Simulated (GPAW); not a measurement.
Here is a GPAW 26.7.0 calculation.

File run.py:

```python
from ase.io import read
from gpaw import PW
from gpaw.dft import DFT

atoms = read('MgO.xyz')

dft = DFT(atoms,
          mode=PW(800),
          xc='PBE',
          kpts={'size': (11, 11, 11), 'gamma': True},
          occupations={'name': 'fermi-dirac', 'width': 0.05},
          nbands=16,
          convergence={'density': 1e-05, 'energy': 1e-05},
          maxiter=150,
          txt='gpaw.txt')
print(f'Energy: {dft.calculate_energy():.6f} eV')
print('Forces (eV/A):')
print(dft.calculate_forces().round(4))
print('Stress (eV/A^3):', dft.calculate_stress().round(6))
dft.write_gpw_file('gs.gpw')
```

The input MgO.xyz:

```xyz
2
Lattice="0.0000000000 2.0970013927 2.0970013927 2.0970013927 0.0000000000 2.0970013927 2.0970013927 2.0970013927 0.0000000000" Properties=species:S:1:pos:R:3 pbc="T T T"
Mg     0.0000000000      0.0000000000      0.0000000000
O      2.0970013927      2.0970013927      2.0970013927
```

Potentials or basis: GPAW PAW data sets (gpaw-data 1.2.1), pw.

Command:

```bash
$ OMP_NUM_THREADS=1 python run.py
```

Problem. What does it give for the band gap on the k mesh?

Solution. 4.89 eV, direct.

Problem. Predict the pressure.

Solution. 7.0 GPa.

**What was measured.**

“Electronic structure of alkaline earth and post-transition metal oxides”, 2009, arxiv:0908.1581 quotes, for a bulk crystal of MgO: band gap 7.83 eV.

A measured gap of MgO is 7.83 eV (quoted in “Electronic structure of alkaline earth and post-transition metal oxides”, 2009, arxiv:0908.1581); the calculated 4.89 eV misses it by -2.94 eV. The value is that of PBE, without temperature or zero-point motion. Semilocal functionals fall short of measured gaps as a rule. The cell is a database's relaxed one, not the measured one, which moves gaps too.
